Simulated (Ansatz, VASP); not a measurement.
# F: VASP beside Ansatz

```
CELL_PARAMETERS angstrom
0.00000 1.51927 1.51927
1.51927 0.00000 1.51927
1.51927 1.51927 0.00000
ATOMIC_POSITIONS crystal
F 0.00000 0.00000 0.00000
```

Change from the starting cell: volume scaled by 0.76, PAW files.

Alike in both runs: task single point; functional PBEsol; k mesh 19 × 19 × 19; occupations fermi-dirac, width 0.08 eV; no spin polarisation.

|  | VASP | Ansatz |
| --- | --- | --- |
| version | VASP 6.6.1 | Ansatz 0.2.0 |
| potentials or method | VASP PAW PBE potentials, release 64 (F) | PAW with Ansatz's default frozen-core files, scalar-relativistic |
| plane-wave cutoff (eV) | 520 | 420 |
| valence electrons in the cell | 7 | 7 |

|  | VASP | Ansatz | Ansatz less VASP |
| --- | --- | --- | --- |
| pressure (GPa) | 38.4 | 39.8 | +1.40 |

Caveats: so large a pressure means that the cell lies far from this level's equilibrium, or that cutoff or potentials fall short (VASP); the potentials were made for another functional, which shifts forces and pressure (VASP); an odd number of electrons without spin polarisation forces a metal; a magnetic or distorted state may lie lower.
